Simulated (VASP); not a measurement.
# Ta2N: equation of state with r2SCAN

Crystal: Ta2N.

```
Ta N
1.0
     3.07662    0.00000    0.00000
    -1.53831    2.66443    0.00000
     0.00000    0.00000    4.90119
Ta N
2 1
Direct
  0.33333 0.66667 0.25755
  0.66667 0.33333 0.74245
  0.00000 0.00000 0.00000
```

The cell comes from a database or a generator and needn't be the stable form of this composition.

```yaml
Program: VASP 6.6.1
Task: equation of state
Functional: r2SCAN
Potentials_or_basis: VASP PAW PBE potentials, release 64 (Ta_pv, N)
Cutoff: 520 eV
k_mesh: 8 × 8 × 6
Occupations: fermi-dirac, width 0.05 eV
Spin: no spin polarisation
Ladder: gaps
Further_INCAR_settings: ALGO = Normal; EDIFF = 1e-07
```

- Equilibrium volume: 13.40 Å³/atom
- Bulk modulus at fixed shape and positions: 299 GPa
- Pressure derivative of the bulk modulus: 4.3 (rough: it moves with the points fitted)

Energy against volume, from the lowest point:
| volume (Å³/atom) | energy (meV/atom) |
| --- | --- |
| 12.857 | 22.08 |
| 13.125 | 5.46 |
| 13.392 | 0.00 |
| 13.660 | 4.58 |
| 13.928 | 18.18 |

All runs of the series together: 5.6 min on 1 thread of Intel(R) Xeon(R) 6975P-C (Granite Rapids), on a shared host.

Caveat: the cell was scaled at fixed shape and fractional positions, which overstates the stiffness of a crystal with free parameters, most of all of layers and chains; the PAW data sets were made with another functional, which shifts forces and pressure a little. The run has no spin-orbit coupling, so splittings on Ta are missing.
